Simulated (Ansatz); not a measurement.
# SnSe2: one candidate of a structure search, part 2 of 3

Where does this trial cell of SnSe2 go when cell and atoms are let free?

Ansatz 0.2.0; DFT PBE, scalar-relativistic, plane waves, PAW. The steps go on from the part before.

## 4. Another rough relaxation

The end of the coarse run is made exact in the group found at a tolerance of 0.06 Å and reduced to its primitive cell.

input.yaml

```yaml
crystal:
  lattice:
    - [2.9736124391, 0.0, 0.0]
    - [0.0, 2.9736124391, 0.0]
    - [0.0, 0.0, 8.3517115781]
  atoms:
    - { symbol: Sn, position: [0.0, 0.0, 0.0] }
    - { symbol: Se, position: [0.0, 0.0, 0.6724492756] }
    - { symbol: Se, position: [0.0, 0.0, 0.3275507244] }
basis:
  ecutwfc: 420
kpoints:
  mp_grid: { grid: [6, 6, 2] }
hamiltonian:
  xc: pbe
scf:
  occupations: { method: gaussian, width: 0.1 }
  lower_state_search: "off"
output:
  forces: true
  stress: true
  eigenvalues: true
relax:
  adjacent_minimum: "off"
  f_tol: 0.04
  max_steps: 70
  cell: { stress_tol: 0.4 }
```

On the command line:

```console
ansatz run input.yaml --threads 1 --pin off --max-ram 2048MiB --backend cpu --events-out ev --progress --plain --runs-dir out
```

What it wrote:

```text
Warning: RAYON_NUM_THREADS=1 ignored (pool sized by the plan → 1); use --threads N
[... 9 set-up lines as earlier in the session ...]
Crystal: 3 atoms, lattice volume = 73.849 Å³
Basis set: ecut = 420 eV, 1399 PW (Γ), exchange–correlation on 40×40×120 points (8 copies of the dense FFT grid, shifted against one another)
Bands: 28, of which v1, the nominal top of the filled ones, is band 23 counted from 1 (22 counted from 0)
[... 1 set-up line as earlier in the session ...]
Space group: P4/mmm (ITA 123), of the structure as read, at distance tolerance 4.2e-5 Å
k-points: 20 of 72
[... 8 set-up lines as earlier in the session ...]
SCF iter   1: F=—  HF=-16961.859810 eV  |F-HF|=—  |Δ(HF+E_count)|=         —  Δρ=4.07e-3  dr2=3.31e-2  ethr=1.77e-3  ⟨swp⟩=6.0  Hψ=2356  notcnv=0
preconditioner: auto → LDOS  [metal: Δε(μ)=0.096 eV  Ē_g=15.606 eV  σ=0.100 eV  W_gap=0.48  n_scr=18 (ndim 8)  ℏωp=22.0 eV  f_vac=0.018  D(μ)=2.84/eV (n_scr^D=26)  β→1.0]
SCF iter   2: F=—  HF=-16961.854807 eV  |F-HF|=—  |Δ(HF+E_count)|=   5.00e-3  Δρ=1.79e-3  dr2=3.36e-3  ethr=7.21e-5  ⟨swp⟩=2.0  Hψ=887  notcnv=0  defer=8
SCF iter   3: F=—  HF=-16961.854163 eV  |F-HF|=—  |Δ(HF+E_count)|=   6.44e-4  Δρ=4.75e-4  dr2=7.81e-4  ethr=7.31e-6  ⟨swp⟩=2.0  Hψ=707  notcnv=0  defer=8
SCF iter   4: F=—  HF=-16961.854075 eV  |F-HF|=—  |Δ(HF+E_count)|=   8.80e-5  Δρ=1.46e-4  dr2=4.70e-5  ethr=1.70e-6  ⟨swp⟩=2.0  Hψ=620  notcnv=0  defer=8
SCF iter   5: F=—  HF=-16961.854026 eV  |F-HF|=—  |Δ(HF+E_count)|=   4.93e-5  Δρ=3.84e-5  dr2=2.22e-6  ethr=1.02e-7  ⟨swp⟩=2.0  Hψ=670  notcnv=0  defer=8
SCF iter   6: F=—  HF=-16961.854026 eV  |F-HF|=—  |Δ(HF+E_count)|=   7.72e-8  Δρ=1.73e-5  dr2=2.20e-7  ethr=4.84e-9  ⟨swp⟩=2.0  Hψ=973  notcnv=0  defer=8
SCF iter   7: F=-16961.854026 eV  HF=-16961.854026 eV  |F-HF|=2.78e-9  |Δ(HF+E_count)|=   8.65e-8  Δρ=6.93e-6  dr2=3.41e-8  ethr=2.17e-10  ⟨swp⟩=6.7  Hψ=2352  notcnv=0
SCF 1 converged in 7 iterations: F = -16961.854026 eV  dr2 = 3.41e-8
relax step   1: F+E_penalty+E_count = -16961.85402572 eV  Δ(F+E_penalty+E_count) = +0.000e0 eV  max|allowed force component| = 3.910e-1 eV/Å  Δτ_max = 0.0000 Å  P = +1.823 GPa  Ω = 73.849 Å³  (7 SCF iters, dr2 threshold 1.00e-7 eV, accepted)
Crystal: 3 atoms, lattice volume = 77.340 Å³
Basis set: ecut = 420 eV, 1493 PW (Γ), exchange–correlation on 40×40×120 points (8 copies of the dense FFT grid, shifted against one another)
[... 2 set-up lines as earlier in the session ...]
iter 1 solved again at ethr=7.66e-5 eV; its pass at ethr=3.10e-3 eV (dr2=3.52e-2 eV) is discarded
SCF iter   1: F=—  HF=-16961.892414 eV  |F-HF|=—  |Δ(HF+E_count)|=         —  Δρ=4.19e-3  dr2=3.50e-2  ethr=7.66e-5  ⟨swp⟩=1.1  Hψ=2946  notcnv=0
preconditioner: auto → LDOS  [metal: Δε(μ)=0.041 eV  Ē_g=15.342 eV  σ=0.100 eV  W_gap=0.22  n_scr=18 (ndim 8)  ℏωp=21.5 eV  f_vac=0.022  D(μ)=3.97/eV (n_scr^D=48)  β→1.0]
SCF iter   2: F=—  HF=-16961.889493 eV  |F-HF|=—  |Δ(HF+E_count)|=   2.92e-3  Δρ=1.74e-3  dr2=7.68e-3  ethr=7.61e-5  ⟨swp⟩=2.0  Hψ=729  notcnv=0
SCF iter   3: F=—  HF=-16961.888823 eV  |F-HF|=—  |Δ(HF+E_count)|=   6.70e-4  Δρ=1.01e-3  dr2=1.41e-3  ethr=1.67e-5  ⟨swp⟩=2.4  Hψ=861  notcnv=0
SCF iter   4: F=—  HF=-16961.888472 eV  |F-HF|=—  |Δ(HF+E_count)|=   3.51e-4  Δρ=1.23e-4  dr2=2.80e-5  ethr=3.07e-6  ⟨swp⟩=2.6  Hψ=922  notcnv=0
SCF iter   5: F=—  HF=-16961.888447 eV  |F-HF|=—  |Δ(HF+E_count)|=   2.47e-5  Δρ=3.01e-5  dr2=8.37e-7  ethr=6.08e-8  ⟨swp⟩=1.9  Hψ=733  notcnv=0
SCF iter   6: F=-16961.888447 eV  HF=-16961.888448 eV  |F-HF|=1.63e-7  |Δ(HF+E_count)|=   4.68e-7  Δρ=9.37e-6  dr2=5.57e-8  ethr=6.52e-10  ⟨swp⟩=6.8  Hψ=2589  notcnv=0
SCF 2 converged in 6 iterations: F = -16961.888447 eV  dr2 = 5.57e-8
relax step   2: F+E_penalty+E_count = -16961.88844748 eV  Δ(F+E_penalty+E_count) = -3.442e-2 eV  max|allowed force component| = 8.755e-2 eV/Å  Δτ_max = 0.0702 Å  P = -1.213 GPa  Ω = 77.340 Å³  energy of the carried Pulay correction = -4.877e-4 eV  (6 SCF iters, dr2 threshold 3.00e-7 eV, accepted)
Crystal: 3 atoms, lattice volume = 75.022 Å³
Basis set: ecut = 420 eV, 1451 PW (Γ), exchange–correlation on 40×40×120 points (8 copies of the dense FFT grid, shifted against one another)
iter 1 solved again at ethr=6.73e-4 eV; its pass at ethr=3.10e-3 eV (dr2=3.09e-1 eV) is discarded
SCF iter   1: F=—  HF=-16961.892972 eV  |F-HF|=—  |Δ(HF+E_count)|=         —  Δρ=8.62e-3  dr2=3.08e-1  ethr=6.73e-4  ⟨swp⟩=1.0  Hψ=3034  notcnv=0
preconditioner: auto → LDOS  [metal: Δε(μ)=0.086 eV  Ē_g=15.629 eV  σ=0.100 eV  W_gap=0.46  n_scr=18 (ndim 8)  ℏωp=21.9 eV  f_vac=0.014  D(μ)=2.08/eV (n_scr^D=16)  β→1.0]
SCF iter   2: F=—  HF=-16961.876472 eV  |F-HF|=—  |Δ(HF+E_count)|=   1.65e-2  Δρ=7.96e-3  dr2=9.92e-2  ethr=6.70e-4  ⟨swp⟩=3.2  Hψ=931  notcnv=0
SCF iter   3: F=—  HF=-16961.844365 eV  |F-HF|=—  |Δ(HF+E_count)|=   3.21e-2  Δρ=9.66e-4  dr2=4.57e-3  ethr=2.16e-4  ⟨swp⟩=2.4  Hψ=910  notcnv=0  defer=9
SCF iter   4: F=—  HF=-16961.843841 eV  |F-HF|=—  |Δ(HF+E_count)|=   5.25e-4  Δρ=2.97e-4  dr2=1.59e-4  ethr=9.92e-6  ⟨swp⟩=1.8  Hψ=597  notcnv=0  defer=9
SCF iter   5: F=—  HF=-16961.843808 eV  |F-HF|=—  |Δ(HF+E_count)|=   3.21e-5  Δρ=8.64e-5  dr2=1.68e-5  ethr=3.45e-7  ⟨swp⟩=2.0  Hψ=953  notcnv=0  defer=9
SCF iter   6: F=—  HF=-16961.843808 eV  |F-HF|=—  |Δ(HF+E_count)|=   3.88e-7  Δρ=3.52e-5  dr2=3.07e-6  ethr=3.65e-8  ⟨swp⟩=2.0  Hψ=972  notcnv=0  defer=9
SCF iter   7: F=-16961.843809 eV  HF=-16961.843808 eV  |F-HF|=6.78e-8  |Δ(HF+E_count)|=   4.32e-7  Δρ=1.42e-5  dr2=1.37e-7  ethr=6.52e-10  ⟨swp⟩=6.5  Hψ=2493  notcnv=0
SCF 3 converged in 7 iterations: F = -16961.843809 eV  dr2 = 1.37e-7
relax step   3: F+E_penalty+E_count = -16961.84380854 eV  Δ(F+E_penalty+E_count) = +4.464e-2 eV  max|allowed force component| = 9.552e-1 eV/Å  Δτ_max = 0.1296 Å  P = +2.565 GPa  Ω = 75.022 Å³  energy of the carried Pulay correction = -1.664e-4 eV  (7 SCF iters, dr2 threshold 3.00e-7 eV, rejected (line search))
Crystal: 3 atoms, lattice volume = 76.204 Å³
iter 1 solved again at ethr=1.95e-3 eV; its pass at ethr=3.10e-3 eV (dr2=8.99e-1 eV) is discarded
SCF iter   1: F=—  HF=-16961.971095 eV  |F-HF|=—  |Δ(HF+E_count)|=         —  Δρ=1.15e-2  dr2=8.98e-1  ethr=1.95e-3  ⟨swp⟩=1.0  Hψ=3309  notcnv=0
preconditioner: auto → LDOS  [metal: Δε(μ)=0.101 eV  Ē_g=15.342 eV  σ=0.100 eV  W_gap=0.50  n_scr=18 (ndim 8)  ℏωp=21.7 eV  f_vac=0.018  D(μ)=2.74/eV (n_scr^D=18)  β→1.0]
SCF iter   2: F=—  HF=-16961.918317 eV  |F-HF|=—  |Δ(HF+E_count)|=   5.28e-2  Δρ=5.32e-3  dr2=6.05e-2  ethr=1.95e-3  ⟨swp⟩=2.6  Hψ=745  notcnv=0
SCF iter   3: F=—  HF=-16961.904299 eV  |F-HF|=—  |Δ(HF+E_count)|=   1.40e-2  Δρ=2.03e-3  dr2=5.93e-3  ethr=1.32e-4  ⟨swp⟩=2.7  Hψ=1140  notcnv=0  defer=12
SCF iter   4: F=—  HF=-16961.903072 eV  |F-HF|=—  |Δ(HF+E_count)|=   1.23e-3  Δρ=3.30e-4  dr2=1.16e-4  ethr=1.29e-5  ⟨swp⟩=2.2  Hψ=824  notcnv=0  defer=12
SCF iter   5: F=—  HF=-16961.903104 eV  |F-HF|=—  |Δ(HF+E_count)|=   3.15e-5  Δρ=7.69e-5  dr2=7.10e-6  ethr=2.52e-7  ⟨swp⟩=2.1  Hψ=1005  notcnv=0  defer=12
SCF iter   6: F=—  HF=-16961.903075 eV  |F-HF|=—  |Δ(HF+E_count)|=   2.85e-5  Δρ=2.52e-5  dr2=4.48e-7  ethr=1.54e-8  ⟨swp⟩=2.0  Hψ=1004  notcnv=0  defer=12
SCF iter   7: F=—  HF=-16961.903071 eV  |F-HF|=—  |Δ(HF+E_count)|=   3.98e-6  Δρ=5.53e-6  dr2=2.68e-8  ethr=9.73e-10  ⟨swp⟩=2.0  Hψ=996  notcnv=0  defer=12
SCF iter   8: F=—  HF=-16961.903071 eV  |F-HF|=—  |Δ(HF+E_count)|=   1.39e-9  Δρ=2.04e-6  dr2=6.84e-9  ethr=4.17e-12  ⟨swp⟩=7.5  Hψ=2451  notcnv=0
SCF iter   9: F=-16961.903071 eV  HF=-16961.903071 eV  |F-HF|=2.26e-10  |Δ(HF+E_count)|=  1.67e-10  Δρ=5.09e-7  dr2=3.37e-10  ethr=4.17e-12  ⟨swp⟩=4.3  Hψ=2018  notcnv=0
SCF 4 converged in 9 iterations: F = -16961.903071 eV  dr2 = 3.37e-10
relax step   4: F+E_penalty+E_count = -16961.90307113 eV  Δ(F+E_penalty+E_count) = -1.462e-2 eV  max|allowed force component| = 1.574e-1 eV/Å  Δτ_max = 0.0102 Å  P = -0.331 GPa  Ω = 76.204 Å³  energy of the carried Pulay correction = -3.314e-4 eV  (9 SCF iters, accepted)
Crystal: 3 atoms, lattice volume = 74.801 Å³
iter 1 solved again at ethr=1.80e-4 eV; its pass at ethr=3.10e-3 eV (dr2=8.26e-2 eV) is discarded
SCF iter   1: F=—  HF=-16961.919771 eV  |F-HF|=—  |Δ(HF+E_count)|=         —  Δρ=3.76e-3  dr2=8.28e-2  ethr=1.80e-4  ⟨swp⟩=1.0  Hψ=2927  notcnv=0
preconditioner: auto → LDOS  [metal: Δε(μ)=0.094 eV  Ē_g=15.567 eV  σ=0.100 eV  W_gap=0.45  n_scr=18 (ndim 8)  ℏωp=21.9 eV  f_vac=0.015  D(μ)=2.25/eV (n_scr^D=18)  β→1.0]
SCF iter   2: F=—  HF=-16961.913470 eV  |F-HF|=—  |Δ(HF+E_count)|=   6.30e-3  Δρ=2.81e-3  dr2=1.84e-2  ethr=1.80e-4  ⟨swp⟩=2.2  Hψ=779  notcnv=0
SCF iter   3: F=—  HF=-16961.909673 eV  |F-HF|=—  |Δ(HF+E_count)|=   3.80e-3  Δρ=6.22e-4  dr2=1.95e-3  ethr=4.00e-5  ⟨swp⟩=2.0  Hψ=771  notcnv=0
SCF iter   4: F=—  HF=-16961.909480 eV  |F-HF|=—  |Δ(HF+E_count)|=   1.93e-4  Δρ=1.26e-4  dr2=3.72e-5  ethr=4.24e-6  ⟨swp⟩=1.7  Hψ=599  notcnv=0
SCF iter   5: F=—  HF=-16961.909454 eV  |F-HF|=—  |Δ(HF+E_count)|=   2.64e-5  Δρ=5.33e-5  dr2=4.48e-6  ethr=8.10e-8  ⟨swp⟩=2.2  Hψ=992  notcnv=0
SCF iter   6: F=—  HF=-16961.909455 eV  |F-HF|=—  |Δ(HF+E_count)|=   7.49e-7  Δρ=2.44e-5  dr2=5.74e-7  ethr=9.73e-9  ⟨swp⟩=2.5  Hψ=1011  notcnv=0
SCF iter   7: F=-16961.909455 eV  HF=-16961.909455 eV  |F-HF|=1.54e-7  |Δ(HF+E_count)|=   1.61e-7  Δρ=1.09e-5  dr2=2.39e-7  ethr=6.52e-10  ⟨swp⟩=5.8  Hψ=2405  notcnv=0
SCF 5 converged in 7 iterations: F = -16961.909455 eV  dr2 = 2.39e-7
relax step   5: F+E_penalty+E_count = -16961.90945476 eV  Δ(F+E_penalty+E_count) = -6.384e-3 eV  max|allowed force component| = 1.466e-1 eV/Å  Δτ_max = 0.0527 Å  P = +1.674 GPa  Ω = 74.801 Å³  energy of the carried Pulay correction = -1.353e-4 eV  (7 SCF iters, dr2 threshold 3.00e-7 eV, accepted)
Crystal: 3 atoms, lattice volume = 76.319 Å³
Basis set: ecut = 420 eV, 1475 PW (Γ), exchange–correlation on 40×40×120 points (8 copies of the dense FFT grid, shifted against one another)
iter 1 solved again at ethr=1.66e-4 eV; its pass at ethr=3.10e-3 eV (dr2=7.64e-2 eV) is discarded
SCF iter   1: F=—  HF=-16961.929969 eV  |F-HF|=—  |Δ(HF+E_count)|=         —  Δρ=2.99e-3  dr2=7.63e-2  ethr=1.66e-4  ⟨swp⟩=1.1  Hψ=2978  notcnv=0
preconditioner: auto → LDOS  [metal: Δε(μ)=0.066 eV  Ē_g=15.389 eV  σ=0.100 eV  W_gap=0.33  n_scr=18 (ndim 8)  ℏωp=21.7 eV  f_vac=0.019  D(μ)=3.89/eV (n_scr^D=40)  β→1.0]
SCF iter   2: F=—  HF=-16961.924768 eV  |F-HF|=—  |Δ(HF+E_count)|=   5.20e-3  Δρ=1.56e-3  dr2=6.01e-3  ethr=1.66e-4  ⟨swp⟩=2.0  Hψ=695  notcnv=0
SCF iter   3: F=—  HF=-16961.924342 eV  |F-HF|=—  |Δ(HF+E_count)|=   4.26e-4  Δρ=9.36e-4  dr2=3.14e-3  ethr=1.31e-5  ⟨swp⟩=2.0  Hψ=755  notcnv=0
SCF iter   4: F=—  HF=-16961.923849 eV  |F-HF|=—  |Δ(HF+E_count)|=   4.93e-4  Δρ=1.11e-4  dr2=5.26e-5  ethr=6.82e-6  ⟨swp⟩=2.0  Hψ=652  notcnv=0
SCF iter   5: F=—  HF=-16961.923839 eV  |F-HF|=—  |Δ(HF+E_count)|=   1.06e-5  Δρ=3.66e-5  dr2=1.88e-6  ethr=1.14e-7  ⟨swp⟩=2.0  Hψ=917  notcnv=0
SCF iter   6: F=-16961.923837 eV  HF=-16961.923837 eV  |F-HF|=9.31e-8  |Δ(HF+E_count)|=   1.62e-6  Δρ=1.74e-5  dr2=2.74e-7  ethr=6.52e-10  ⟨swp⟩=7.0  Hψ=2581  notcnv=0
SCF 6 converged in 6 iterations: F = -16961.923837 eV  dr2 = 2.74e-7
relax step   6: F+E_penalty+E_count = -16961.92383690 eV  Δ(F+E_penalty+E_count) = -1.438e-2 eV  max|allowed force component| = 8.158e-2 eV/Å  Δτ_max = 0.0118 Å  P = +0.170 GPa  Ω = 76.319 Å³  energy of the carried Pulay correction = -3.473e-4 eV  (6 SCF iters, dr2 threshold 3.00e-7 eV, accepted)
Crystal: 3 atoms, lattice volume = 76.659 Å³
iter 1 solved again at ethr=6.64e-7 eV; its pass at ethr=3.10e-3 eV (dr2=3.06e-4 eV) is discarded
SCF iter   1: F=—  HF=-16961.925272 eV  |F-HF|=—  |Δ(HF+E_count)|=         —  Δρ=5.61e-4  dr2=2.74e-4  ethr=6.64e-7  ⟨swp⟩=2.4  Hψ=2837  notcnv=0
preconditioner: auto → LDOS  [metal: Δε(μ)=0.063 eV  Ē_g=15.403 eV  σ=0.100 eV  W_gap=0.34  n_scr=18 (ndim 8)  ℏωp=21.6 eV  f_vac=0.018  D(μ)=3.15/eV (n_scr^D=26)  β→1.0]
SCF iter   2: F=—  HF=-16961.925297 eV  |F-HF|=—  |Δ(HF+E_count)|=   2.56e-5  Δρ=3.83e-4  dr2=2.79e-4  ethr=5.95e-7  ⟨swp⟩=2.0  Hψ=1019  notcnv=0
SCF iter   3: F=—  HF=-16961.925230 eV  |F-HF|=—  |Δ(HF+E_count)|=   6.74e-5  Δρ=7.37e-5  dr2=3.68e-6  ethr=5.95e-7  ⟨swp⟩=2.0  Hψ=668  notcnv=0
SCF iter   4: F=—  HF=-16961.925232 eV  |F-HF|=—  |Δ(HF+E_count)|=   1.68e-6  Δρ=1.95e-5  dr2=4.12e-7  ethr=7.99e-9  ⟨swp⟩=3.0  Hψ=991  notcnv=0
SCF iter   5: F=-16961.925232 eV  HF=-16961.925232 eV  |F-HF|=1.59e-7  |Δ(HF+E_count)|=   1.55e-7  Δρ=8.74e-6  dr2=1.47e-7  ethr=6.52e-10  ⟨swp⟩=5.7  Hψ=2432  notcnv=0
SCF 7 converged in 5 iterations: F = -16961.925232 eV  dr2 = 1.47e-7
relax step   7: F+E_penalty+E_count = -16961.92523173 eV  Δ(F+E_penalty+E_count) = -1.395e-3 eV  max|allowed force component| = 3.353e-3 eV/Å  Δτ_max = 0.0108 Å  P = +0.115 GPa  Ω = 76.659 Å³  energy of the carried Pulay correction = -3.943e-4 eV  (5 SCF iters, dr2 threshold 3.00e-7 eV, accepted)
Basis set: ecut = 420 eV, 1475 PW (Γ), exchange–correlation on 48×48×120 points (8 copies of the dense FFT grid, shifted against one another)
Initial wavefunctions: pseudopotential atomic-orbital guess (no wavefunctions were taken with the density)
iter 1 solved again at ethr=1.27e-7 eV; its pass at ethr=3.10e-3 eV (dr2=5.83e-5 eV) is discarded
SCF iter   1: F=—  HF=-16961.920918 eV  |F-HF|=—  |Δ(HF+E_count)|=         —  Δρ=6.65e-4  dr2=7.80e-6  ethr=1.27e-7  ⟨swp⟩=3.2  Hψ=3783  notcnv=0
preconditioner: auto → LDOS  [metal: Δε(μ)=0.063 eV  Ē_g=15.401 eV  σ=0.100 eV  W_gap=0.34  n_scr=18 (ndim 8)  ℏωp=21.6 eV  f_vac=0.018  D(μ)=3.15/eV (n_scr^D=26)  β→1.0]
SCF iter   2: F=—  HF=-16961.925568 eV  |F-HF|=—  |Δ(HF+E_count)|=   4.65e-3  Δρ=1.99e-5  dr2=3.65e-7  ethr=1.70e-8  ⟨swp⟩=2.0  Hψ=701  notcnv=0
SCF iter   3: F=—  HF=-16961.925565 eV  |F-HF|=—  |Δ(HF+E_count)|=   3.58e-6  Δρ=8.54e-6  dr2=8.90e-8  ethr=7.93e-10  ⟨swp⟩=2.0  Hψ=818  notcnv=0
SCF iter   4: F=—  HF=-16961.925565 eV  |F-HF|=—  |Δ(HF+E_count)|=   1.73e-8  Δρ=4.66e-6  dr2=1.68e-8  ethr=1.93e-10  ⟨swp⟩=2.0  Hψ=813  notcnv=0
SCF iter   5: F=-16961.925565 eV  HF=-16961.925565 eV  |F-HF|=1.82e-10  |Δ(HF+E_count)|=  6.98e-10  Δρ=7.11e-7  dr2=5.38e-10  ethr=4.17e-12  ⟨swp⟩=3.1  Hψ=2178  notcnv=0
SCF 8 converged in 5 iterations: F = -16961.925565 eV  dr2 = 5.38e-10
relax step   8: F+E_penalty+E_count = -16961.92556489 eV  Δ(F+E_penalty+E_count) = -3.332e-4 eV  max|allowed force component| = 3.195e-3 eV/Å  Δτ_max = 0.0000 Å  P = +0.110 GPa  Ω = 76.659 Å³  stress off target by 2.30e-1 GPa  SCF on the basis re-selected at this cell (its energy is not comparable with the rows above)  (5 SCF iters)
basis re-selected at this cell: Δ(F+E_penalty+E_count) = -3.332e-4 eV, ΔP = -0.005 GPa vs the last step (what re-selecting the basis moved, of the pressure what is left beyond the Pulay correction that the steps carried, after the strain that the cell walked since its last selection, with what the two solves' SCF thresholds leave and, on support functions, any second-order correction that the steps lacked; it is no measure of the basis error at this ecutwfc). The dense FFT grid was sized anew with the basis: this SCF ran on 24×24×60 points, the steps before it on 20×20×60, so part of this shift can come from that change (see relax.cell in the input reference). This SCF's stress stands 2.30e-1 GPa from its target on what of the cell is left free (relax.cell.stress_tol is 4.00e-1 GPa) and its largest allowed force component is 3.19e-3 eV/Å (relax.f_tol is 4.00e-2 eV/Å): within both
SCF converged after 5 iterations
Free energy (F): -16961.925565 eV
Harris-Foulkes:  -16961.925565 eV  (|F-HF|=1.82e-10)
Internal energy: -16961.909802 eV  (E = F + TS)
E sigma→0 (E₀):  -16961.917684 eV
Entropy (-TS):   -0.015763 eV (-5.254 meV/atom)
Fermi energy:    8.854768 eV
--- Per-component energies (eV) ---
  E_band       = -854.624204
  E_kinetic    = 419.157172
  E_local      = -5689.476036  (includes V_loc(G=0)·N_el)
  E_nonlocal   = -1220.783952
  E_hartree    = 2923.585014
  E_xc         = -589.092666
  E_vxc        = -289.878072  (∫ρ·V_xc dr)
  E_paw        = -7960.487712  (= ΣΔE_a)
  E_vpaw       = 79.186572  (= ΣTr[D̂ρ^β])
  E_aug_tail   = -0.001186  (compensation charges beyond the density's cutoff)
  E_ewald      = -4844.810437
  E_smearing   = -0.015763  (= −TS)
  E_closure    = -0.000000  (closes the sum)
  Σ components = -16961.925565   (vs F -16961.925565, Δ=0.00e0)
--- Forces (eV/Å), atoms counted from 1 ---
  atom   1  Sn     0.00000000    -0.00000000     0.00000000
  atom   2  Se     0.00000000     0.00000000     0.00319494
  atom   3  Se     0.00000000     0.00000000    -0.00319494
  max |Σ_I F_I| component: 4.34e-19 eV/Å
--- Stress (GPa, compression-positive) ---
        0.049572       0.000000       0.000000
        0.000000       0.049572       0.000000
        0.000000       0.000000       0.229919
  P = ⅓ Tr σ = 0.1097 GPa (1.097 kbar)
--- Band table (eV; the first three rows and the last of 20) ---
  k-point 0: bands = ["-39.2965", "-39.2652", "-39.2652", "-39.2649", "-39.2565", "-39.2565", "-39.2233", "-39.2224", "-39.2149", "-39.2142", "-12.3832", "-12.2645", "-12.0564", "-12.0564", "-11.9769", "-6.0140", "-4.4309", "-0.5634", "4.8344", "5.9205", "9.5597", "9.5597", "10.7415", "10.7415", "13.4535", "15.6910", "15.8336", "15.8336"]
  k-point 1: bands = ["-39.2965", "-39.2652", "-39.2652", "-39.2649", "-39.2565", "-39.2565", "-39.2233", "-39.2224", "-39.2149", "-39.2142", "-12.3832", "-12.2642", "-12.0564", "-12.0564", "-11.9769", "-5.9848", "-4.5446", "-0.0226", "2.8729", "9.4484", "9.6003", "9.6003", "10.3871", "10.6645", "10.6645", "15.7173", "16.0065", "16.0065"]
  k-point 2: bands = ["-39.2959", "-39.2659", "-39.2651", "-39.2642", "-39.2570", "-39.2564", "-39.2214", "-39.2205", "-39.2155", "-39.2148", "-12.3346", "-12.2240", "-12.0887", "-12.0537", "-12.0035", "-5.7397", "-4.1571", "-0.1418", "5.0925", "6.2655", "7.3533", "8.6927", "9.7695", "10.9384", "12.3022", "13.7584", "16.3115", "16.4248"]
  k-point 19: bands = ["-39.2914", "-39.2677", "-39.2677", "-39.2595", "-39.2586", "-39.2586", "-39.2199", "-39.2191", "-39.2079", "-39.2073", "-12.2263", "-12.1671", "-12.1671", "-12.0660", "-11.8466", "-3.3898", "-1.7812", "4.8027", "4.8027", "5.4880", "5.8276", "5.8276", "6.1188", "8.5469", "8.5469", "12.3706", "12.6871", "12.7633"]
--- Relaxed structure (7 steps of the walk, 6 accepted, 1 SCFs on fresh bases) ---
  F+E_penalty+E_count = -16961.92556489 eV   max|allowed force component| = 3.195e-3 eV/Å   (the final SCF, on the basis selected at the relaxed cell)
  cell:  # Å, volume = 76.6593 Å³
    - [3.0439828758934544, -2.7300678479319744e-34, 0.0]
    - [-2.7300678479319744e-34, 3.0439828758934544, 0.0]
    - [0.0, 0.0, 8.273335352233174]
  atoms:
    - { symbol: Sn, position: [4.09518550032839e-34, 1.1469218040458426e-35, 0.0] }
    - { symbol: Se, position: [-1.8856743778283118e-34, -5.7346090202292115e-36, 0.6566387056166878] }
    - { symbol: Se, position: [-2.209511122500079e-34, -5.7346090202292115e-36, 0.34336129438331225] }
```

Run time: 20 s. Hardware: 1 thread of Intel Xeon Platinum 8488C (Sapphire Rapids), shared host; peak memory 0.44 GiB.

The steps of the relaxation:

| step | E - E(step 1) (eV/cell) | largest force component (eV/Å) | pressure (GPa) | volume (Å³) |
| --- | --- | --- | --- | --- |
| 1 | 0.0000 | 0.3910 | 1.82 | 73.85 |
| 2 | -0.0344 | 0.0876 | -1.21 | 77.34 |
| 3 | 0.0102 | 0.9552 | 2.57 | 75.02 |
| 4 | -0.0490 | 0.1574 | -0.33 | 76.20 |
| 5 | -0.0554 | 0.1466 | 1.67 | 74.80 |
| 6 | -0.0698 | 0.0816 | 0.17 | 76.32 |
| 7 | -0.0712 | 0.0034 | 0.11 | 76.66 |
| 8 | -0.0715 | 0.0032 | 0.11 | 76.66 |

Step 1 is the start. Step 8 repeats the geometry before it on a plane-wave basis chosen anew for that cell, so its energy need not be comparable with the rows above. Step 3 was tried and not accepted.

|  | before | after | change |
| --- | --- | --- | --- |
| a (Å) | 2.974 | 3.044 | +2.4 % |
| b (Å) | 2.974 | 3.044 | +2.4 % |
| c (Å) | 8.352 | 8.273 | -0.9 % |
| volume (Å³/atom) | 24.62 | 25.55 | +3.8 % |
| shortest distance (Å) | 2.736 | 2.592 | -5.3 % |
| space group (0.01 Å) | P4/mmm | P4/mmm | same |

The run keeps the 16 symmetry operations of the start, so it could not have lowered the symmetry.

[end of part 2 of 3]
